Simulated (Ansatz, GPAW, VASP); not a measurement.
**Mg: programs and potentials compared**

```
Mg
1.0
     3.20930    0.00000    0.00000
    -1.60465    2.77934    0.00000
     0.00000    0.00000    5.21030
Mg
2
Direct
  0.66667 0.33333 0.75000
  0.33333 0.66667 0.25000
```

Alike in all runs: task single point; functional PBE; k mesh 10 × 10 × 5; occupations gaussian, width 0.012 eV; no spin polarisation; no spin-orbit coupling. Pressure is positive in compression and, in plane waves, holds the error of the finite cutoff, which Ansatz's Pulay term estimates and takes out.

```csv
program and potentials,plane-wave cutoff (eV),notes,pressure (GPa)
"Ansatz, Ansatz PAW",420,10 valence electrons an atom on average,?
"VASP, PBE PAW files Mg, 520 eV",520,2 valence electrons an atom on average,-0.58
"Ansatz, all-electron LAPW, scalar-relativistic",-,-,-0.47
"GPAW, GPAW PAW data sets (gpaw-data 1.2.1)",800,10 valence electrons an atom on average,-0.54
```

Task: Estimate from the other rows what the run with Ansatz, Ansatz PAW gave.

Result: Pressure -0.45 GPa. The other rows, which needn't bracket it: pressure -0.58 to -0.47.
